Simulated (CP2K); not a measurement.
The system is NbP.

```
Nb P
1.0
     6.20964    0.00000    0.00000
     4.40253    4.37919    0.00000
    -5.30608   -2.18960    2.36870
Nb P
2 2
Direct
  0.24988 0.74988 0.50000
  0.49988 0.49988 0.00000
  0.83275 0.33275 0.50000
  0.08275 0.08275 0.00000
```

The cell is a database's computed one.

Program: CP2K 2026.2. Alike in all runs: task band structure; no spin polarisation; cell as given; k mesh 11 × 11 × 11.

**Question.** Order these runs on this cell by their pressure, lowest first.
A. level r2SCAN; potentials or basis POTENTIAL_UZH Nb GTH-SCAN-q13, P GTH-SCAN-q5; TZVP-MOLOPT-SCAN-GTH basis; smearing fermi-dirac 0.0259 eV; EPS_DEFAULT 1.0E-9; points a segment of the path (NPOINTS) 8; bands added on the path 6; CUTOFF of the grids 675 Ry
B. level LDA; potentials or basis GTH_POTENTIALS Nb GTH-PADE-q13, P GTH-PADE-q5; TZVP-MOLOPT-PBE-GTH basis; smearing fermi-dirac 0.0259 eV; EPS_DEFAULT 1.0E-10; points a segment of the path (NPOINTS) 10; bands added on the path 2; CUTOFF of the grids 450 Ry
C. level PBEsol; potentials or basis POTENTIAL_UZH Nb GTH-PBE-q13, P GTH-PBE-q5; TZVP-MOLOPT-PBE-GTH basis; smearing fermi-dirac 0.05 eV; EPS_DEFAULT 1.0E-9; points a segment of the path (NPOINTS) 8; bands added on the path 2; CUTOFF of the grids 450 Ry

**Answer.** B (-8.9 GPa), C (-4.1 GPa), A (-0.4 GPa).

Caveats: the basis of atomic orbitals isn't converged, which shifts pressures, moduli and gaps; the potentials were made for another functional, which shifts forces and pressure (some runs).
